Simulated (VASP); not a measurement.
# BaTiO3 (Pm-3m) in VASP: further runs

The runs below take BaTiO3 through dielectric tensor, with PBEsol.

Everything below comes from runs of VASP 6.6.1. Logs are shortened: lines on timing, memory, paths and dates and some standing lists are left out, and cuts for length are marked.

## Step 1: Starting point

Symmetry: Pm-3m, No. 221, cubic system. Conventional cell: a = 4.006 Å, b = 4.006 Å, c = 4.006 Å, α = 90.00°, β = 90.00°, γ = 90.00°. Ba (site symmetry m-3m) has 12 O at 2.83 Å as nearest neighbours. Ti (site symmetry m-3m) is surrounded by 6 O at 2.00 Å. Around O (site symmetry 4/mmm) lie 2 Ti at 2.00 Å.

## Step 2: Dielectric tensor, PBEsol

The input, INCAR:

```
ALGO = Normal
EDIFF = 1E-8
ENCUT = 650
GGA = PS
ISIF = 2
ISMEAR = 0
LASPH = T
LCHARG = F
LEPSILON = T
LREAL = F
LWAVE = F
NELM = 100
PREC = Accurate
SIGMA = 0.01
```

The input, KPOINTS:

```
k-points
0
Gamma
  3 3 3
```

The input, POSCAR:

```
BaTiO3
1.0
    4.0060000000      0.0000000000      0.0000000000
    0.0000000000      4.0060000000      0.0000000000
    0.0000000000      0.0000000000      4.0060000000
Ba Ti O
1 1 3
Direct
    0.5000000000      0.5000000000      0.5000000000
    0.0000000000      0.0000000000      0.0000000000
    0.0000000000      0.0000000000      0.5000000000
    0.0000000000      0.5000000000      0.0000000000
    0.5000000000      0.0000000000      0.0000000000
```

Potentials or basis: VASP PAW PBE potentials, release 64 (Ba_sv, Ti_sv, O).

Run with:

```console
> cat potpaw_PBE.64/Ba_sv/POTCAR potpaw_PBE.64/Ti_sv/POTCAR potpaw_PBE.64/O/POTCAR > POTCAR
> mpirun -np 1 vasp_std > vasp.out
```

OUTCAR:

```text
EDIFF = 1E-8
   ENCUT = 650
   GGA = PS
   ISIF = 2
   ISMEAR = 0
   LASPH = T
   LEPSILON = T
   LREAL = F
   NELM = 100
   PREC = Accurate

 Found      4 irreducible k-points:

 Following reciprocal coordinates:
            Coordinates               Weight
  0.000000  0.000000  0.000000      1.000000
  0.333333  0.000000  0.000000      6.000000
  0.333333  0.333333  0.000000     12.000000
  0.333333  0.333333  0.333333      8.000000
   k-points           NKPTS =      4   k-points in BZ     NKDIM =      4   number of bands    NBANDS=     24
   number of dos      NEDOS =    301   number of ions     NIONS =      5
   total plane-waves  NPLWV =  46656
   dimension x,y,z NGX =    36 NGY =   36 NGZ =   36
   dimension x,y,z NGXF=    72 NGYF=   72 NGZF=   72
   ions per type =               1   1   3
   NGX,Y,Z   is equivalent  to a cutoff of  14.94, 14.94, 14.94 a.u.
   NGXF,Y,Z  is equivalent  to a cutoff of  29.88, 29.88, 29.88 a.u.
 SYSTEM =  unknown system
   PREC   = accura    normal or accurate (medium, high low for compatibility)
   ISTART =      0    job   : 0-new  1-cont  2-samecut
   ICHARG =      2    charge: 1-file 2-atom 10-const
   ISPIN  =      1    spin polarized calculation?
   LNONCOLLINEAR =      F non collinear calculations
   LSORBIT =      F    spin-orbit coupling
   LASPH  =      T    aspherical Exc in radial PAW
   ENCUT  =  650.0 eV  47.77 Ry    6.91 a.u.   8.33  8.33  8.33*2*pi/ulx,y,z
   NELM   =    100;   NELMIN=  2; NELMDL= -5     # of ELM steps
   EDIFF  = 0.1E-07   stopping-criterion for ELM
   LREAL  =      F    real-space projection
   EDIFFG = 0.1E-06   stopping-criterion for IOM
   NSW    =      0    number of steps for IOM
   IBRION =     -1    ionic relax: 0-MD 1-quasi-New 2-CG
   NFREE  =      0    steps in history (QN), initial steepest desc. (CG)
   ISIF   =      2    stress and relaxation
   ISYM   =      2    0-nonsym 1-usesym 2-fastsym
   POTIM  = 0.5000    time-step for ionic-motion
   TEBEG  =    0.0;   TEEND  =   0.0 temperature during run
   PSTRESS=    0.0 pullay stress
   NELECT =      40.0000    total number of electrons
   NUPDOWN=      -1.0000    fix difference up-down
   EMIN   =  10.00;   EMAX   =-10.00  energy-range for DOS
   EFERMI =   0.00;   METHOD = LEGACY
   ISMEAR =     0;   SIGMA  =   0.01  broadening in eV -4-tet -1-fermi 0-gaus
   EFERMI_NEDOS =   21; number of points for ismear=-14 and -15
   IALGO  =     38    algorithm
   IMIX   =      4    mixing-type and parameters
     AMIX     =   0.40;   BMIX     =  1.00
     AMIX_MAG =   1.60;   BMIX_MAG =  1.00
  volume/ion in A,a.u.               =      12.86        86.77
  Fermi-wavevector in a.u.,A,eV,Ry     =   1.397603  2.641087 26.576187  1.953295
  Thomas-Fermi vector in A             =   2.520843
[... 160 lines left out ...]

  FREE ENERGIE OF THE ION-ELECTRON SYSTEM (eV)
  ---------------------------------------------------
  free  energy   TOTEN  =       -41.8803719422 eV

  energy  without entropy=      -41.8803719422  energy(sigma->0) =      -41.88037194

 HEAD OF MICROSCOPIC STATIC DIELECTRIC TENSOR (INDEPENDENT PARTICLE, excluding Hartree and local field effects)
 ------------------------------------------------------
           9.096564     0.000000    -0.000000
          -0.000000     9.096564    -0.000000
           0.000000    -0.000000     9.096564
 ------------------------------------------------------

 Free energy of the ion-electron system (eV)
  ---------------------------------------------------
  ---------------------------------------------------
  free energy    TOTEN  =        -1.46447773 eV

  energy without entropy =       -1.46447773

------------------------ aborting loop because EDIFF is reached ----------------------------------------

--------------------------------------- Ionic step        2  -------------------------------------------

------------------------ aborting loop because EDIFF is reached ----------------------------------------

--------------------------------------- Ionic step        3  -------------------------------------------

 Free energy of the ion-electron system (eV)
  ---------------------------------------------------
  ---------------------------------------------------
  free energy    TOTEN  =        -1.46450633 eV

  energy without entropy =       -1.46450633

------------------------ aborting loop because EDIFF is reached ----------------------------------------

 PIEZOELECTRIC TENSOR FIELD DIRECTION 3  (e Angst)
 -----------------------------------------------------------------------------
     0.00828  0.00000  0.00000           ( -0.00001  0.00000  0.00000)
     0.00000  0.00828 -0.00000           (  0.00000 -0.00001 -0.00000)
     0.00000 -0.00000 -0.01533           (  0.00000 -0.00000  0.00019)

 PIEZOELECTRIC TENSOR FIELD DIRECTION 3  (C/m^2)
 -----------------------------------------------------------------------------
     0.00206  0.00000  0.00000
     0.00000  0.00206 -0.00000
     0.00000 -0.00000 -0.00382

 MACROSCOPIC STATIC DIELECTRIC TENSOR (including local field effects in DFT)
 ------------------------------------------------------
           8.882803    -0.000000     0.000000
          -0.000000     8.882803    -0.000000
           0.000000     0.000000     8.882803
 ------------------------------------------------------

 PIEZOELECTRIC TENSOR (including local field effects)  for field in x, y, z        (e  Angst)
          XX          YY          ZZ          XY          YZ          ZX
  --------------------------------------------------------------------------------
  x     0.00000     0.00000     0.00000     0.00000     0.00000     0.00000
  y     0.00000     0.00000     0.00000     0.00000     0.00000     0.00000
  z     0.00000     0.00000     0.00000     0.00000     0.00000     0.00000

 PIEZOELECTRIC TENSOR (including local field effects)  for field in x, y, z        (C/m^2)
          XX          YY          ZZ          XY          YZ          ZX
  --------------------------------------------------------------------------------
  x     0.00000     0.00000     0.00000     0.00000     0.00000     0.00000
  y     0.00000     0.00000     0.00000     0.00000     0.00000     0.00000
  z     0.00000     0.00000     0.00000     0.00000     0.00000     0.00000

 BORN EFFECTIVE CHARGES (including local field effects) (in |e|, cummulative output)
 ---------------------------------------------------------------------------------
 ion    1
    1     2.89931     0.00000     0.00000
    2     0.00000     2.89931     0.00000
    3    -0.00000     0.00000     2.89931
 ion    2
    1     9.43527    -0.00000    -0.00000
    2    -0.00000     9.43527     0.00000
    3    -0.00000     0.00000     9.43527
 ion    3
    1    -2.46049     0.00000     0.00000
    2     0.00000    -2.46049     0.00000
    3    -0.00000     0.00000    -7.41359
 ion    4
    1    -2.46049    -0.00000     0.00000
    2    -0.00000    -7.41359     0.00000
    3     0.00000     0.00000    -2.46049
 ion    5
    1    -7.41359    -0.00000    -0.00000
    2    -0.00000    -2.46049     0.00000
    3     0.00000     0.00000    -2.46049
```

OSZICAR:

```text
[... 13 lines left out ...]
RMM:  16    -0.146449654648E+01   -0.57053E-04   -0.19873E-04   632   0.423E-03    0.504E-04
RMM:  17    -0.146449291391E+01    0.36326E-05   -0.17399E-04   527   0.272E-03    0.152E-04
RMM:  18    -0.146449592755E+01   -0.30136E-05   -0.13941E-04   508   0.204E-03    0.528E-04
RMM:  19    -0.146450098324E+01   -0.50557E-05   -0.99273E-05   319   0.148E-03    0.849E-04
RMM:  20    -0.146450149938E+01   -0.51615E-06   -0.69510E-05   437   0.112E-03    0.120E-03
RMM:  21    -0.146450189667E+01   -0.39728E-06   -0.38802E-05   402   0.753E-04    0.143E-03
RMM:  22    -0.146450178050E+01    0.11617E-06   -0.28554E-05   306   0.498E-04    0.158E-03
RMM:  23    -0.146450503670E+01   -0.32562E-05   -0.17074E-05   292   0.360E-04    0.157E-03
RMM:  24    -0.146450632677E+01   -0.12901E-05   -0.12602E-05   327   0.265E-04    0.156E-03
```

It took 3.9 min on 1 thread of Intel Xeon 6975P-C (Granite Rapids), shared host; peak memory 0.24 GiB.

These settings aren't checked as converged: the numbers below hold their error.

What came out:

```yaml
Band_gap_on_the_k_mesh: 1.76 eV, direct
Electronic_dielectric_tensor_diagonal: 8.88
Born_charges_mean_of_the_diagonal: Ba +2.90; Ti +9.44; O -4.11 e
```

Caveat: the k mesh is coarse (spacing up to 0.52 Å⁻¹), so the values aren't converged; spin-orbit coupling is left out, which moves the levels of the heavy elements; an odd mesh through Γ misses points on the zone boundary, where band edges often lie.

## Step 3: Dielectric tensor, PBEsol

Changes to INCAR since step 2:

```diff
@@ -2,3 +2,3 @@
 EDIFF = 1E-8
-ENCUT = 650
+ENCUT = 520
 GGA = PS
```

The input, KPOINTS:

```
k-points
0
Gamma
  4 4 4
```

POSCAR is that of step 2.

Potentials or basis: VASP PAW PBE potentials, release 64 (Ba_sv, Ti_sv, O).

Run with:

```console
> cat potpaw_PBE.64/Ba_sv/POTCAR potpaw_PBE.64/Ti_sv/POTCAR potpaw_PBE.64/O/POTCAR > POTCAR
> mpirun -np 1 vasp_std > vasp.out
```

OUTCAR:

```text
EDIFF = 1E-8
   ENCUT = 520
   GGA = PS
   ISIF = 2
   ISMEAR = 0
   LASPH = T
   LEPSILON = T
   LREAL = F
   NELM = 100
   PREC = Accurate

 Found     10 irreducible k-points:

 Following reciprocal coordinates:
            Coordinates               Weight
  0.000000  0.000000  0.000000      1.000000
  0.250000  0.000000  0.000000      6.000000
  0.500000  0.000000  0.000000      3.000000
  0.250000  0.250000  0.000000     12.000000
  0.500000  0.250000  0.000000     12.000000
  0.500000  0.500000  0.000000      3.000000
   k-points           NKPTS =     10   k-points in BZ     NKDIM =     10   number of bands    NBANDS=     24
   number of dos      NEDOS =    301   number of ions     NIONS =      5
   total plane-waves  NPLWV =  27000
   dimension x,y,z NGX =    30 NGY =   30 NGZ =   30
[... 310 lines left out ...]
           0.000000     0.000000     7.470219
 ------------------------------------------------------

 PIEZOELECTRIC TENSOR (including local field effects)  for field in x, y, z        (e  Angst)
          XX          YY          ZZ          XY          YZ          ZX
  --------------------------------------------------------------------------------
  x     0.00000     0.00000     0.00000     0.00000     0.00000     0.00000
  y     0.00000     0.00000     0.00000     0.00000     0.00000     0.00000
  z     0.00000     0.00000     0.00000     0.00000     0.00000     0.00000

 PIEZOELECTRIC TENSOR (including local field effects)  for field in x, y, z        (C/m^2)
          XX          YY          ZZ          XY          YZ          ZX
  --------------------------------------------------------------------------------
  x     0.00000     0.00000     0.00000     0.00000     0.00000     0.00000
  y     0.00000     0.00000     0.00000     0.00000     0.00000     0.00000
  z     0.00000     0.00000     0.00000     0.00000     0.00000     0.00000

 BORN EFFECTIVE CHARGES (including local field effects) (in |e|, cummulative output)
 ---------------------------------------------------------------------------------
 ion    1
    1     2.78696     0.00000    -0.00000
    2    -0.00000     2.78696    -0.00000
    3    -0.00000     0.00000     2.78696
 ion    2
    1     7.99318    -0.00000    -0.00000
    2    -0.00000     7.99318    -0.00000
    3    -0.00000     0.00000     7.99318
 ion    3
    1    -2.23056    -0.00000     0.00000
    2     0.00000    -2.23056     0.00000
    3     0.00000     0.00000    -6.31901
 ion    4
    1    -2.23056    -0.00000     0.00000
    2    -0.00000    -6.31901     0.00000
    3     0.00000     0.00000    -2.23056
 ion    5
    1    -6.31901    -0.00000     0.00000
    2     0.00000    -2.23056     0.00000
    3     0.00000     0.00000    -2.23056
```

OSZICAR:

```text
N       E                     dE             d eps       ncg     rms          rms(c)
[... 13 lines left out ...]
RMM:  19    -0.120496306799E+01   -0.35663E-05   -0.58843E-05  1046   0.742E-04    0.300E-04
RMM:  20    -0.120496722372E+01   -0.41557E-05   -0.42385E-05  1105   0.571E-04    0.369E-04
RMM:  21    -0.120496963194E+01   -0.24082E-05   -0.30628E-05   864   0.407E-04    0.420E-04
RMM:  22    -0.120497029092E+01   -0.65898E-06   -0.19361E-05   377   0.270E-04    0.478E-04
RMM:  23    -0.120496716253E+01    0.31284E-05   -0.12639E-05   982   0.250E-04    0.616E-04
RMM:  24    -0.120496910790E+01   -0.19454E-05   -0.76820E-06   766   0.166E-04    0.580E-04
RMM:  25    -0.120496795769E+01    0.11502E-05   -0.48768E-06   337   0.106E-04    0.628E-04
RMM:  26    -0.120496703702E+01    0.92067E-06   -0.30887E-06   337   0.877E-05    0.651E-04
```

Run time: 4.3 min. Hardware: 1 thread of Intel Xeon 6975P-C (Granite Rapids), shared host; peak memory 0.23 GiB.

These settings aren't checked as converged: the numbers below hold their error.

Results:

- Band gap on the k mesh: 1.68 eV, indirect (least direct gap 1.82 eV)
- Electronic dielectric tensor (diagonal): 7.47
- Born charges (mean of the diagonal): Ba +2.79; Ti +7.99; O -3.59 e

Caveat: spin-orbit coupling is left out, which moves the levels of the heavy elements.

## Step 4: Dielectric tensor, PBEsol

Changes to INCAR since step 3:

```diff
@@ -2,3 +2,3 @@
 EDIFF = 1E-8
-ENCUT = 520
+ENCUT = 460
 GGA = PS
```

The input, KPOINTS:

```
k-points
0
Gamma
  5 5 5
```

POSCAR is that of step 3.

Potentials or basis: VASP PAW PBE potentials, release 64 (Ba_sv, Ti_sv, O).

Run with:

```console
> cat potpaw_PBE.64/Ba_sv/POTCAR potpaw_PBE.64/Ti_sv/POTCAR potpaw_PBE.64/O/POTCAR > POTCAR
> mpirun -np 1 vasp_std > vasp.out
```

OUTCAR:

```text
EDIFF = 1E-8
   ENCUT = 460
   GGA = PS
   ISIF = 2
   ISMEAR = 0
   LASPH = T
   LEPSILON = T
   LREAL = F
   NELM = 100
   PREC = Accurate

 Found     10 irreducible k-points:

 Following reciprocal coordinates:
            Coordinates               Weight
  0.000000  0.000000  0.000000      1.000000
  0.200000  0.000000  0.000000      6.000000
  0.400000  0.000000  0.000000      6.000000
  0.200000  0.200000  0.000000     12.000000
  0.400000  0.200000  0.000000     24.000000
  0.400000  0.400000  0.000000     12.000000
   k-points           NKPTS =     10   k-points in BZ     NKDIM =     10   number of bands    NBANDS=     24
   number of dos      NEDOS =    301   number of ions     NIONS =      5
   total plane-waves  NPLWV =  21952
   dimension x,y,z NGX =    28 NGY =   28 NGZ =   28
   dimension x,y,z NGXF=    56 NGYF=   56 NGZF=   56
   ions per type =               1   1   3
   NGX,Y,Z   is equivalent  to a cutoff of  11.62, 11.62, 11.62 a.u.
   NGXF,Y,Z  is equivalent  to a cutoff of  23.24, 23.24, 23.24 a.u.
 SYSTEM =  unknown system
   PREC   = accura    normal or accurate (medium, high low for compatibility)
   ISTART =      0    job   : 0-new  1-cont  2-samecut
   ICHARG =      2    charge: 1-file 2-atom 10-const
   ISPIN  =      1    spin polarized calculation?
   LNONCOLLINEAR =      F non collinear calculations
   LSORBIT =      F    spin-orbit coupling
[... 284 lines left out ...]
     0.00860  0.00000  0.00000           ( -0.00003  0.00000  0.00000)
     0.00000  0.00860  0.00000           (  0.00000 -0.00003  0.00000)
     0.00000  0.00000 -0.01530           (  0.00000  0.00000  0.00033)

 PIEZOELECTRIC TENSOR FIELD DIRECTION 3  (C/m^2)
 -----------------------------------------------------------------------------
     0.00214  0.00000  0.00000
     0.00000  0.00214  0.00000
     0.00000  0.00000 -0.00381

 MACROSCOPIC STATIC DIELECTRIC TENSOR (including local field effects in DFT)
 ------------------------------------------------------
           7.036006     0.000000     0.000000
          -0.000000     7.036006     0.000000
           0.000000    -0.000000     7.036006
 ------------------------------------------------------

 PIEZOELECTRIC TENSOR (including local field effects)  for field in x, y, z        (e  Angst)
          XX          YY          ZZ          XY          YZ          ZX
  --------------------------------------------------------------------------------
  x     0.00000     0.00000     0.00000     0.00000     0.00000     0.00000
  y     0.00000     0.00000     0.00000     0.00000     0.00000     0.00000
  z     0.00000     0.00000     0.00000     0.00000     0.00000     0.00000

 PIEZOELECTRIC TENSOR (including local field effects)  for field in x, y, z        (C/m^2)
          XX          YY          ZZ          XY          YZ          ZX
  --------------------------------------------------------------------------------
  x     0.00000     0.00000     0.00000     0.00000     0.00000     0.00000
  y     0.00000     0.00000     0.00000     0.00000     0.00000     0.00000
  z     0.00000     0.00000     0.00000     0.00000     0.00000     0.00000

 BORN EFFECTIVE CHARGES (including local field effects) (in |e|, cummulative output)
 ---------------------------------------------------------------------------------
 ion    1
    1     2.75267    -0.00000    -0.00000
    2     0.00000     2.75267     0.00000
    3     0.00000    -0.00000     2.75267
 ion    2
    1     7.59513    -0.00000     0.00000
    2     0.00000     7.59513     0.00000
    3    -0.00000    -0.00000     7.59513
 ion    3
    1    -2.16721     0.00000     0.00000
    2    -0.00000    -2.16721    -0.00000
    3    -0.00000     0.00000    -6.01338
 ion    4
    1    -2.16721     0.00000    -0.00000
    2     0.00000    -6.01338     0.00000
    3    -0.00000    -0.00000    -2.16721
 ion    5
    1    -6.01338     0.00000     0.00000
    2     0.00000    -2.16721     0.00000
    3     0.00000    -0.00000    -2.16721
```

OSZICAR:

```text
[... 13 lines left out ...]
RMM:  14    -0.112528347636E+01   -0.16785E-04    0.89240E-05  1954   0.486E-03    0.148E-04
RMM:  15    -0.112528887162E+01   -0.53953E-05    0.73489E-05  1895   0.326E-03    0.245E-04
RMM:  16    -0.112530120046E+01   -0.12329E-04    0.77447E-05  1686   0.234E-03    0.148E-04
RMM:  17    -0.112531584262E+01   -0.14642E-04    0.64904E-05  1699   0.181E-03    0.129E-04
RMM:  18    -0.112531039705E+01    0.54456E-05    0.58987E-05  1624   0.119E-03    0.188E-04
RMM:  19    -0.112531055216E+01   -0.15511E-06    0.45908E-05  1381   0.762E-04    0.286E-04
RMM:  20    -0.112531424579E+01   -0.36936E-05    0.35780E-05  1334   0.553E-04    0.247E-04
RMM:  21    -0.112531394712E+01    0.29868E-06    0.22069E-05   886   0.349E-04    0.298E-04
RMM:  22    -0.112531521488E+01   -0.12678E-05    0.15762E-05   916   0.256E-04    0.284E-04
```

It took 4.2 min on 1 thread of Intel Xeon 6975P-C (Granite Rapids), shared host; peak memory 0.21 GiB.

These settings aren't checked as converged: the numbers below hold their error.

What came out:

```yaml
Band_gap_on_the_k_mesh: 1.81 eV, indirect (least direct gap 1.84 eV)
Electronic_dielectric_tensor_diagonal: 7.04
Born_charges_mean_of_the_diagonal: Ba +2.75; Ti +7.60; O -3.45 e
```

Caveat: spin-orbit coupling is left out, which moves the levels of the heavy elements; an odd mesh through Γ misses points on the zone boundary, where band edges often lie.

[end of part 1 of 2]
